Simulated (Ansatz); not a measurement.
A plane-wave DFT run in Ansatz 0.2.0 (scalar-relativistic PAW potentials unless the input names others): input and command.

```yaml
crystal:
  lattice:
    - [3.839196, 0.0, 0.0]
    - [0.0, 3.839196, 0.0]
    - [0.0, 0.0, 3.839196]
  atoms:
    - { symbol: K, position: [0.0, 0.0390706804, 0.0] }
    - { symbol: Cl, position: [0.5, 0.5, 0.5] }
basis:
  ecutwfc: 420
kpoints:
  mp_grid: { grid: [6, 5, 7] }
hamiltonian:
  xc: pbesol
scf:
  occupations: { method: gaussian, width: 0.02 }
  max_iter: 75
output:
  forces: true
  eigenvalues: true
  stress: true
```

```bash
ansatz run input.yaml --threads 1 --pin off --max-ram 1331MiB --backend cpu --events-out ev --progress --plain --runs-dir out
```

Abridged log:
```
Warning: crystal.symmetry: narrowed to the stabiliser of the k-point mesh — unitary ops 8 → 4; excluded 4 operations that carry a point of the 6×5×7 mesh (shift [0, 0, 0]) off the mesh (the run samples exactly the mesh kpoints.mp_grid names, as under crystal.symmetry.detect: false, and its converged state has the mesh's symmetry, not the crystal's; ε∞, the Born charges and the force constants of a linear response (`dielectric:` by the response, `phonons.method: dfpt`) are averaged over those of the crystal's operations that the state keeps within a tolerance, where `mesh_tensors`, `unaveraged_ ...
Basis set: ecut = 420 eV, 1141 PW (Γ), exchange–correlation on 54×54×54 points (8 copies of the dense FFT grid, shifted against one another)
Bands: 12, of which v1, the nominal top of the filled ones, is band 8 counted from 1 (7 counted from 0)
Symmetry: 4 space group operations
k-points: 48 of 210 (time reversal used)
SCF iter   1: F=—  HF=-2580.610201 eV  |F-HF|=—  |Δ(HF+E_count)|=         —  Δρ=3.75e-3  dr2=1.16e-2  ethr=1.77e-3  ⟨swp⟩=6.8  Hψ=3891  notcnv=0
SCF iter   2: F=—  HF=-2580.606268 eV  |F-HF|=—  |Δ(HF+E_count)|=   3.93e-3  Δρ=1.14e-3  dr2=3.75e-4  ethr=7.24e-5  ⟨swp⟩=2.0  Hψ=1352  notcnv=0
SCF iter   3: F=—  HF=-2580.606208 eV  |F-HF|=—  |Δ(HF+E_count)|=   5.96e-5  Δρ=4.76e-4  dr2=6.49e-5  ethr=2.35e-6  ⟨swp⟩=2.9  Hψ=962  notcnv=0
SCF iter   4: F=—  HF=-2580.606228 eV  |F-HF|=—  |Δ(HF+E_count)|=   1.95e-5  Δρ=7.05e-5  dr2=1.32e-6  ethr=4.06e-7  ⟨swp⟩=2.0  Hψ=912  notcnv=0
SCF iter   5: F=-2580.606228 eV  HF=-2580.606228 eV  |F-HF|=2.96e-8  |Δ(HF+E_count)|=   6.47e-7  Δρ=6.91e-6  dr2=1.16e-8  ethr=8.24e-9  ⟨swp⟩=2.9  Hψ=1018  notcnv=0
SCF iter   6: F=-2580.606228 eV  HF=-2580.606228 eV  |F-HF|=7.22e-10  |Δ(HF+E_count)|=   3.36e-8  Δρ=1.68e-6  dr2=1.31e-9  ethr=7.25e-11  ⟨swp⟩=2.0  Hψ=2064  notcnv=0
SCF 1 converged in 6 iterations: F = -2580.606228 eV  dr2 = 1.31e-9
SCF converged after 6 iterations
Free energy (F): -2580.606228 eV
Harris-Foulkes:  -2580.606228 eV  (|F-HF|=7.22e-10)
Internal energy: -2580.606228 eV  (E = F + TS)
E sigma→0 (E₀):  -2580.606228 eV
Fermi energy:    4.364890 eV
--- Forces (eV/Å), atoms counted from 1 ---
  atom   1  K      0.00000000    -0.07278598     0.00000000
  atom   2  Cl     0.00000000     0.07280615     0.00000000
--- Stress (GPa, compression-positive) ---
       -1.311498       0.000000       0.000000
        0.000000      -1.311785       0.000000
        0.000000       0.000000      -1.312131
  P = ⅓ Tr σ = -1.3118 GPa (-13.118 kbar)
```

One setting here is unusual or wrong in general: a mesh that breaks the symmetry (kpoints.mp_grid.grid: [6, 6, 6] → [6, 5, 7]). For this cell it did little harm to the result: the run converged in 6 SCF iterations (reference: 6) with an energy at zero smearing 0.04 meV/atom above the reference's, pressure -1.31 GPa, largest force 0.073 eV/Å, gap on the mesh 4.64 eV. The program drops the symmetry operations that the mesh breaks, which leaves more k-points to solve, 48 here. A reference run from the same start on usual settings converged with pressure -1.31 GPa, largest force 0.073 eV/Å, gap on the mesh 4.63 eV.

It took 5.5 s on 1 thread of Arm Neoverse N1 (shared host), peak memory 0.32 GiB.